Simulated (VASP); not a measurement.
# I (C2/m) in VASP: a series of runs

Runs on I. Level: r2SCAN. Tasks: single point.

Everything below comes from runs of VASP 6.6.1. Logs are shortened: lines on timing, memory, paths and dates and some standing lists are left out, and cuts for length are marked.

## (1) Starting point

The structure is monoclinic, space group C2/m (No. 12). The conventional cell has a = 5.077 Å, b = 7.413 Å, c = 2.880 Å, α = 90.00°, β = 124.24°, γ = 90.00°. I (site symmetry 2/m) is surrounded by 2 I at 2.88 Å.

## (2) Single point, r2SCAN

The input, INCAR:

```
PREC     = Accurate       # precision mode
ENCUT    = 650            # plane-wave cutoff, eV
EDIFF    = 1E-6           # SCF threshold, eV
ISMEAR   = 0              # smearing method
SIGMA    = 0.05           # smearing width, eV
LREAL    = F              # projectors in reciprocal space
LASPH    = T              # aspherical terms in the spheres
NELM     = 100            # most SCF steps
ALGO     = Normal         # electronic algorithm
ISIF     = 2              # what is computed and relaxed
LWAVE    = F              # write WAVECAR
LCHARG   = F              # write CHGCAR
METAGGA  = R2SCAN         # meta-GGA
LMIXTAU  = T            
NBANDS   = 10             # bands
ADDGRID  = F
```

The input, KPOINTS:

```
Automatic mesh
0
Gamma
  5 5 8
```

The input, POSCAR:

```
I
1.0
    2.5383465792     -3.7066249365      0.0000000000
    2.5383465792      3.7066249365      0.0000000000
   -1.6208748370      0.0000000000      2.3810977968
I
1
Direct
    0.5000000000      0.5000000000      0.5000000000
```

Potentials or basis: VASP PAW PBE potentials, release 64 (I).

On the command line:

```
cat potpaw_PBE.64/I/POTCAR > POTCAR
mpirun -np 1 vasp_std > vasp.out
```

OUTCAR:

```text
PREC = Accurate
   ENCUT = 650
   EDIFF = 1E-6
   ISMEAR = 0
   LREAL = F
   LASPH = T
   NELM = 100
   ISIF = 2
   METAGGA = R2SCAN

 Found     63 irreducible k-points:

 Following reciprocal coordinates:
            Coordinates               Weight
  0.000000  0.000000  0.000000      1.000000
  0.200000 -0.000000 -0.000000      4.000000
  0.400000 -0.000000  0.000000      4.000000
  0.200000  0.200000 -0.000000      2.000000
  0.400000  0.200000 -0.000000      4.000000
 -0.400000  0.200000 -0.000000      4.000000
   k-points           NKPTS =     63   k-points in BZ     NKDIM =     63   number of bands    NBANDS=     10
   number of dos      NEDOS =    301   number of ions     NIONS =      1
   total plane-waves  NPLWV =  38400
   dimension x,y,z NGX =    40 NGY =   40 NGZ =   24
   dimension x,y,z NGXF=    80 NGYF=   80 NGZF=   48
   ions per type =               1
   NGX,Y,Z   is equivalent  to a cutoff of  14.80, 14.80, 13.85 a.u.
   NGXF,Y,Z  is equivalent  to a cutoff of  29.60, 29.60, 27.70 a.u.
 SYSTEM =  unknown system
   PREC   = accura    normal or accurate (medium, high low for compatibility)
   ISTART =      0    job   : 0-new  1-cont  2-samecut
   ICHARG =      2    charge: 1-file 2-atom 10-const
   ISPIN  =      1    spin polarized calculation?
   LNONCOLLINEAR =      F non collinear calculations
   LSORBIT =      F    spin-orbit coupling
   LASPH  =      T    aspherical Exc in radial PAW
   ENCUT  =  650.0 eV  47.77 Ry    6.91 a.u.   9.34  9.34  5.99*2*pi/ulx,y,z
   NELM   =    100;   NELMIN=  2; NELMDL= -5     # of ELM steps
   EDIFF  = 0.1E-05   stopping-criterion for ELM
   LREAL  =      F    real-space projection
   EDIFFG = 0.1E-04   stopping-criterion for IOM
   NSW    =      0    number of steps for IOM
   IBRION =     -1    ionic relax: 0-MD 1-quasi-New 2-CG
   NFREE  =      0    steps in history (QN), initial steepest desc. (CG)
   ISIF   =      2    stress and relaxation
   ISYM   =      2    0-nonsym 1-usesym 2-fastsym
   POTIM  = 0.5000    time-step for ionic-motion
   TEBEG  =    0.0;   TEEND  =   0.0 temperature during run
   PSTRESS=    0.0 pullay stress
   NELECT =       7.0000    total number of electrons
   NUPDOWN=      -1.0000    fix difference up-down
   EMIN   =  10.00;   EMAX   =-10.00  energy-range for DOS
   EFERMI =   0.00;   METHOD = LEGACY
   ISMEAR =     0;   SIGMA  =   0.05  broadening in eV -4-tet -1-fermi 0-gaus
   EFERMI_NEDOS =   21; number of points for ismear=-14 and -15
   IALGO  =     38    algorithm
   IMIX   =      4    mixing-type and parameters
     AMIX     =   0.40;   BMIX     =  1.00
     AMIX_MAG =   1.60;   BMIX_MAG =  1.00
  volume/ion in A,a.u.               =      44.81       302.37
  Fermi-wavevector in a.u.,A,eV,Ry     =   0.881716  1.666201 10.577477  0.777423
  Thomas-Fermi vector in A             =   2.002249
   LORBIT       =      0    0 simple, 1 ext, 2 COOP (PROOUT), +10 PAW based schemes
   METAGGA = R2SCAN    functional components
   LHFCALC =     F    Hartree Fock is set to
   AEXX    =    0.0000 exact exchange contribution
   IVDW    =     0    specifies the selected vdW correction
   LEPSILON=     F    determine dielectric tensor
   LRPA    =     F    only Hartree local field effects (RPA)
 non-spin polarized calculation
 Gauss-broadening in eV      SIGMA  =   0.05
  energy-cutoff  :      650.00
  volume of cell :       44.81
 maximum number of plane-waves:      1702
 NGX is ok and might be reduce to    40
   NGX = 19   NGY = 19   NGZ = 11

 number of electron       7.0000000 magnetization

 Free energy of the ion-electron system (eV)
  ---------------------------------------------------
  ext. energy  EPLUGINS =         0.00000000
  ---------------------------------------------------
  free energy    TOTEN  =       -24.49380077 eV

  energy without entropy =      -24.49156268  energy(sigma->0) =      -24.49268173

 E-fermi :   1.6442     XC(G=0):  -8.1525

 val. band max:        1.6354041691   @ k =  -0.2000  -0.2000   0.3750
 cond. band min:       1.6561002835   @ k =  -0.2000   0.2000   0.5000
 fundamental gap:      0.0206961144
 Fermi energy:         1.6441792794

 k-point     1 :       0.0000    0.0000    0.0000
  band No.  band energies     occupation
      1     -12.1240      2.00000
      2       0.2553      2.00000
      3       0.2628      2.00000
      4       6.2743      0.00000
      5       6.7316      0.00000
      6      10.2290      0.00000
      7      10.5564      0.00000
      8      13.1783      0.00000
      9      13.4488      0.00000
     10      18.6952      0.00000

 k-point     2 :       0.2000   -0.0000   -0.0000
  band No.  band energies     occupation
      1     -12.0240      2.00000
      2      -0.6113      2.00000
      3       0.0716      2.00000
      4       6.2802      0.00000
      5       7.8295      0.00000
      6       9.6153      0.00000
      7      11.3236      0.00000
      8      13.4490      0.00000
      9      15.8174      0.00000
     10      18.9969      0.00000

 k-point     3 :       0.4000   -0.0000    0.0000
  band No.  band energies     occupation
      1     -11.8516      2.00000
      2      -1.6865      2.00000
      3      -0.1990      2.00000
      4       6.2903      0.00000
      5       7.5301      0.00000
      6      11.9998      0.00000
      7      13.4226      0.00000
      8      13.9865      0.00000
      9      17.9977      0.00000
     10      18.6270      0.00000

 k-point     4 :       0.2000    0.2000   -0.0000
  band No.  band energies     occupation
      1     -11.8827      2.00000
      2      -1.3904      2.00000
      3      -0.3498      2.00000
      4       6.3136      0.00000
      5       8.9750      0.00000
      6       9.3134      0.00000
      7      13.2865      0.00000
      8      14.1838      0.00000
      9      18.1091      0.00000
     10      19.0593      0.00000

 k-point     5 :       0.4000    0.2000   -0.0000
  band No.  band energies     occupation
      1     -11.8015      2.00000
      2      -1.6462      2.00000
      3      -0.7601      2.00000
      4       6.2528      0.00000
      5       8.7298      0.00000
      6      11.5744      0.00000
      7      12.6974      0.00000
      8      14.9466      0.00000
      9      17.2496      0.00000
     10      18.9995      0.00000

 k-point     6 :      -0.4000    0.2000   -0.0000
  band No.  band energies     occupation
      1     -11.8991      2.00000
      2      -1.2562      2.00000
      3      -0.4231      2.00000
      4       6.1835      0.00000
      5       9.0889      0.00000
      6       9.3438      0.00000
      7      12.9238      0.00000
      8      14.0366      0.00000
      9      17.8642      0.00000
     10      18.7592      0.00000

 [... further k-points ...]

------------------------ aborting loop because EDIFF is reached ----------------------------------------

  FORCE on cell =-STRESS in cart. coord.  units (eV):
  Direction    XX          YY          ZZ          XY          YZ          ZX
  --------------------------------------------------------------------------------------
  -------------------------------------------------------------------------------------
  Total        0.1088884      0.0570723      0.6761660      0.0000000      0.0000000     -0.7700898
  in kB        3.8936383      2.0407954     24.1783749      0.0000000      0.0000000    -27.5369080
  external PRESSURE =      10.0376029 kB  Pullay stress =       0.0000000 kB

 VOLUME and BASIS-vectors are now :
 -----------------------------------------------------------------------------
  energy-cutoff  :      650.00
  volume of cell :       44.81
      direct lattice vectors                 reciprocal lattice vectors
     2.538346579 -3.706624936  0.000000000     0.196978618 -0.134893605  0.134088438
     2.538346579  3.706624936  0.000000000     0.196978618  0.134893605  0.134088438
    -1.620874837  0.000000000  2.381097797     0.000000000  0.000000000  0.419974350

 POSITION                                       TOTAL-FORCE (eV/Angst)
 -----------------------------------------------------------------------------------
      1.72791      0.00000      1.19055         0.000000      0.000000      0.000000
 -----------------------------------------------------------------------------------
    total drift:                                0.000000     -0.000000     -0.000000

  FREE ENERGIE OF THE ION-ELECTRON SYSTEM (eV)
  ---------------------------------------------------
  free  energy   TOTEN  =       -24.4938007738 eV

  energy  without entropy=      -24.4915626848  energy(sigma->0) =      -24.49268173
```

OSZICAR:

```text
N       E                     dE             d eps       ncg     rms          rms(c)
DAV:   1     0.859900125904E+01    0.85990E+01   -0.29555E+03  1260   0.615E+02
DAV:   2    -0.242203014631E+02   -0.32819E+02   -0.31458E+02  1562   0.927E+01
DAV:   3    -0.257988944584E+02   -0.15786E+01   -0.15616E+01  1554   0.252E+01
DAV:   4    -0.258167735471E+02   -0.17879E-01   -0.17877E-01  1638   0.305E+00
DAV:   5    -0.258170758174E+02   -0.30227E-03   -0.30227E-03  1578   0.357E-01    0.419E+00
DAV:   6    -0.244629648161E+02    0.13541E+01   -0.26848E-01  1320   0.305E+00    0.315E+00
DAV:   7    -0.245059074849E+02   -0.42943E-01   -0.20038E-01  1318   0.300E+00    0.763E-01
DAV:   8    -0.244750351293E+02    0.30872E-01   -0.15103E-01  1302   0.280E+00    0.458E-01
DAV:   9    -0.244905274279E+02   -0.15492E-01   -0.89468E-03  1398   0.811E-01    0.164E-01
DAV:  10    -0.244923893568E+02   -0.18619E-02   -0.94726E-04  1406   0.281E-01    0.101E-01
DAV:  11    -0.244934631976E+02   -0.10738E-02   -0.76072E-04  1312   0.258E-01    0.696E-02
DAV:  12    -0.244937683300E+02   -0.30513E-03   -0.25508E-04  1358   0.131E-01    0.183E-02
DAV:  13    -0.244938012494E+02   -0.32919E-04   -0.52054E-05  1360   0.739E-02    0.323E-03
DAV:  14    -0.244938007738E+02    0.47564E-06   -0.85132E-06  1446   0.274E-02
   1 F= -.24493801E+02 E0= -.24492682E+02  d E =-.223809E-02
```

stdout:

```text
POSCAR found type information on POSCAR I
 POSCAR found :  1 types and       1 ions
 scaLAPACK will be used
 -----------------------------------------------------------------------------
|                                                                             |
|                                                                             |
|     You enforced a specific xc type in the INCAR file but a different       |
|     I HOPE YOU KNOW WHAT YOU ARE DOING!                                     |
|                                                                             |
 -----------------------------------------------------------------------------

 LDA part: xc-table for (None), standard interpolation
 POSCAR, INCAR and KPOINTS ok, starting setup
 FFT: planning ... GRIDC
 FFT: planning ... GRID_SOFT
 FFT: planning ... GRID
 WAVECAR not read
 entering main loop
```

It took 78 s on 1 thread of Intel Xeon Platinum 8375C at 2.90GHz (Ice Lake), shared host; peak memory 0.21 GiB.

These settings aren't checked as converged: the numbers below hold their error.

Results:

| Quantity | Value |
| --- | --- |
| Free energy | -24.4938 eV |
| Pressure | 1.0 GPa |
| Band gap on the k mesh | none (metal or under the smearing width) |

Caveat: the PAW data sets were made with another functional, which shifts forces and pressure a little; an odd number of electrons without spin polarisation forces a metal; a magnetic or distorted state may lie lower.

## (3) Single point, r2SCAN

INCAR, as its differences from that of step 2:

```diff
@@ -1,3 +1,3 @@
 PREC     = Accurate       # precision mode
-ENCUT    = 650            # plane-wave cutoff, eV
+ENCUT    = 220            # plane-wave cutoff, eV
 EDIFF    = 1E-6           # SCF threshold, eV
```

The input, KPOINTS:

```
Automatic mesh
0
Gamma
  9 9 14
```

POSCAR is that of step 2.

Potentials or basis: VASP PAW PBE potentials, release 64 (I).

On the command line:

```
cat potpaw_PBE.64/I/POTCAR > POTCAR
mpirun -np 1 vasp_std > vasp.out
```

It took 1.7 min on 1 thread of Intel Xeon Platinum 8375C at 2.90GHz (Ice Lake), shared host; peak memory 0.15 GiB.

The run converged, but some of its settings lie outside the range that counts as converged, so its numbers aren't taken as properties of the crystal.

What came out:

* Free energy: -24.4116 eV
* Pressure: 1.3 GPa
* Band gap on the k mesh: none (metal or under the smearing width)

Caveat: the PAW data sets were made with another functional, which shifts forces and pressure a little; an odd number of electrons without spin polarisation forces a metal; a magnetic or distorted state may lie lower.

## (4) Single point, r2SCAN

INCAR, as its differences from that of step 3:

```diff
@@ -1,3 +1,3 @@
 PREC     = Accurate       # precision mode
-ENCUT    = 220            # plane-wave cutoff, eV
+ENCUT    = 280            # plane-wave cutoff, eV
 EDIFF    = 1E-6           # SCF threshold, eV
```

KPOINTS is that of step 3.

POSCAR is that of step 3.

Potentials or basis: VASP PAW PBE potentials, release 64 (I).

On the command line:

```
cat potpaw_PBE.64/I/POTCAR > POTCAR
mpirun -np 1 vasp_std > vasp.out
```

OUTCAR:

```text
PREC = Accurate
   ENCUT = 280
   EDIFF = 1E-6
   ISMEAR = 0
   LREAL = F
   LASPH = T
   NELM = 100
   ISIF = 2
   METAGGA = R2SCAN

 Found    320 irreducible k-points:

 Following reciprocal coordinates:
            Coordinates               Weight
  0.000000  0.000000  0.000000      1.000000
  0.111111 -0.000000  0.000000      4.000000
  0.222222 -0.000000 -0.000000      4.000000
  0.333333 -0.000000  0.000000      4.000000
  0.444444 -0.000000 -0.000000      4.000000
  0.111111  0.111111  0.000000      2.000000
[... 146 lines left out ...]
      5       7.9158      0.00000
      6       9.3796      0.00000
      7      11.3387      0.00000
      8      13.5485      0.00000
      9      15.7156      0.00000
     10      18.9735      0.00000

 [... further k-points ...]
[... 5 lines left out ...]
  --------------------------------------------------------------------------------------
  -------------------------------------------------------------------------------------
  Total        0.2245786     -0.0115010      0.8752042      0.0000000      0.0000000     -0.8411333
  in kB        8.0304923     -0.4112528     31.2955932      0.0000000      0.0000000    -30.0772836
  external PRESSURE =      12.9716109 kB  Pullay stress =       0.0000000 kB

 VOLUME and BASIS-vectors are now :
 -----------------------------------------------------------------------------
  energy-cutoff  :      280.00
  volume of cell :       44.81
      direct lattice vectors                 reciprocal lattice vectors
     2.538346579 -3.706624936  0.000000000     0.196978618 -0.134893605  0.134088438
     2.538346579  3.706624936  0.000000000     0.196978618  0.134893605  0.134088438
    -1.620874837  0.000000000  2.381097797     0.000000000  0.000000000  0.419974350

 POSITION                                       TOTAL-FORCE (eV/Angst)
 -----------------------------------------------------------------------------------
      1.72791      0.00000      1.19055         0.000000     -0.000000      0.000000
 -----------------------------------------------------------------------------------
    total drift:                                0.000000      0.000000      0.000000

  FREE ENERGIE OF THE ION-ELECTRON SYSTEM (eV)
  ---------------------------------------------------
  free  energy   TOTEN  =       -24.4123211176 eV

  energy  without entropy=      -24.4092977913  energy(sigma->0) =      -24.41080945
```

stdout:

```text
POSCAR found type information on POSCAR I
 POSCAR found :  1 types and       1 ions
 scaLAPACK will be used
 -----------------------------------------------------------------------------
|                                                                             |
|                                                                             |
|     You enforced a specific xc type in the INCAR file but a different       |
|     I HOPE YOU KNOW WHAT YOU ARE DOING!                                     |
|                                                                             |
 -----------------------------------------------------------------------------

 LDA part: xc-table for (None), standard interpolation
 POSCAR, INCAR and KPOINTS ok, starting setup
 FFT: planning ... GRIDC
 FFT: planning ... GRID_SOFT
 FFT: planning ... GRID
 WAVECAR not read
 entering main loop
```

It took 3.6 min on 1 thread of Intel Xeon Platinum 8375C at 2.90GHz (Ice Lake), shared host; peak memory 0.18 GiB.

The run converged, but some of its settings lie outside the range that counts as converged, so its numbers aren't taken as properties of the crystal.

What came out:

```yaml
Free_energy: -24.4123 eV
Pressure: 1.3 GPa
Band_gap_on_the_k_mesh: none (metal or under the smearing width)
```

Caveat: the PAW data sets were made with another functional, which shifts forces and pressure a little; an odd number of electrons without spin polarisation forces a metal; a magnetic or distorted state may lie lower.

## (5) Single point, r2SCAN

INCAR, as its differences from that of step 4:

```diff
@@ -1,3 +1,3 @@
 PREC     = Accurate       # precision mode
-ENCUT    = 280            # plane-wave cutoff, eV
+ENCUT    = 900            # plane-wave cutoff, eV
 EDIFF    = 1E-6           # SCF threshold, eV
```

The input, KPOINTS:

```
Automatic mesh
0
Gamma
  5 5 8
```

POSCAR is that of step 4.

On the command line:

```
cat potpaw_PBE.64/I/POTCAR > POTCAR
mpirun -np 1 vasp_std > vasp.out
```

Wall time 2.5 min (1 thread of Intel Xeon Platinum 8375C at 2.90GHz (Ice Lake), shared host); peak memory 0.29 GiB.

These settings aren't checked as converged: the numbers below hold their error.

Results:

| Quantity | Value |
| --- | --- |
| Free energy | -24.4945 eV |
| Pressure | 1.0 GPa |
| Band gap on the k mesh | none (metal or under the smearing width) |

Caveat: the PAW data sets were made with another functional, which shifts forces and pressure a little; an odd number of electrons without spin polarisation forces a metal; a magnetic or distorted state may lie lower.

## (6) For comparison

An earlier run on the cell as given: functional PBE; potentials or basis VASP PAW PBE potentials, release 64 (I); cutoff 520 eV; k mesh 7 × 7 × 11; occupations fermi-dirac, width 0.05 eV; no spin polarisation.

* Pressure: 1.1 GPa
* Band gap on the k mesh: none (metal or under the smearing width)
